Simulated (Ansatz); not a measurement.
Take a crystal in which S has been replaced by Se on all its sites, with the cell rescaled by a rough guess (in some cases also distorted within its space group) and nothing relaxed:

```yaml
crystal:
  lattice:
    - [4.26814, 0.00000, 0.00000]
    - [-2.13407, 3.69632, 0.00000]
    - [0.00000, 0.00000, 6.33728]
  atoms:
    - { symbol: Cd, position: [0.33333, 0.66667, 0.99555] }
    - { symbol: Cd, position: [0.66667, 0.33333, 0.49555] }
    - { symbol: Se, position: [0.33333, 0.66667, 0.38945] }
    - { symbol: Se, position: [0.66667, 0.33333, 0.88945] }
```

Level of theory: DFT PBE, scalar-relativistic, plane waves, PAW in Ansatz 0.2.0.

Settings: cutoff 420 eV, Γ-centred mesh 9×9×4 on the computed 4-atom cell, Gaussian smearing of 0.02 eV; no spin polarisation.

(1) Will this cell want to expand or contract, and how hard?

(2) Is it a metal on this mesh?

(3) What is its energy against the elements in their standard states?

An odd mesh misses points on the zone edge, so a gap read on it can be too wide.

Answers

(1) The pressure is 11.5 GPa (positive in compression), so the cell would expand.

(2) No: the gap is 0.87 eV, the least direct gap 0.87 eV.

(3) -0.465 eV/atom at this unrelaxed geometry, with the elements in the same functional.